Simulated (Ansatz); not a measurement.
# BaO: a single-point run

Wanted: a converged single-point run for BaO, and a check of what comes out. The structure is shown as the input types it.

Program: Ansatz 0.2.0. Level of theory: density functional or hybrid calculation with the settings of its input, plane waves (as first typed). These are calculated values, not measurements.

1 further run of the same task is left out (it didn't finish).

### Step 1. The starting structure

It takes space group Fm-3m (No. 225, cubic). The conventional cell has a = 5.544 Å, b = 5.544 Å, c = 5.544 Å, α = 90.00°, β = 90.00°, γ = 90.00°. Ba (site symmetry m-3m) has 6 O at 2.77 Å as nearest neighbours. O (site symmetry m-3m) has 6 Ba at 2.77 Å as nearest neighbours.

Coordinates:

```
Ba O
1.0
     0.00000    2.77194    2.77194
     2.77194    0.00000    2.77194
     2.77194    2.77194    0.00000
Ba O
1 1
Cartesian
  0.0000 0.0000 0.0000
  2.7719 2.7719 2.7719
```

### Step 2. Input and run

input.yaml reads:

```yaml
crystal:
  lattice:
    - [0.0, 2.771942684, 2.771942684]
    - [2.771942684, 0.0, 2.771942684]
    - [2.771942684, 2.771942684, 0.0]
  atoms:
    - { symbol: Ba, position: [0.0, 0.0, 0.0] }
    - { symbol: O, position: [0.5, 0.5, 0.5] }
kpoints:
  mp_grid: { grid: [6, 6, 6] }
hamiltonian:
  xc: r2scan
scf:
  occupations: { method: fixed }
  n_extra_bands: 4
  max_iter: 68
output:
  forces: true
  stress: true
  eigenvalues: true
basis:
  ecutwfc: 120
```

The run is started by

```sh
$ ansatz run input.yaml --threads 4 --pin off --max-ram 3686MiB --backend cpu --events-out ev --progress --plain --runs-dir out
```

Q: Will this input give a usable result? If not, why, and what should change?

This run ends as converged, with warnings (cutoff below recommended, metallic iterate). Its log warns: «basis.ecutwfc = 120 eV is below the records' recommended 500 eV ...»

The suspect setting: basis.ecutwfc is 120. With so few plane waves the basis is incomplete by a wide margin. The potentials' recommended cutoff is 500 eV.

To check: delete basis.ecutwfc (the default then holds).
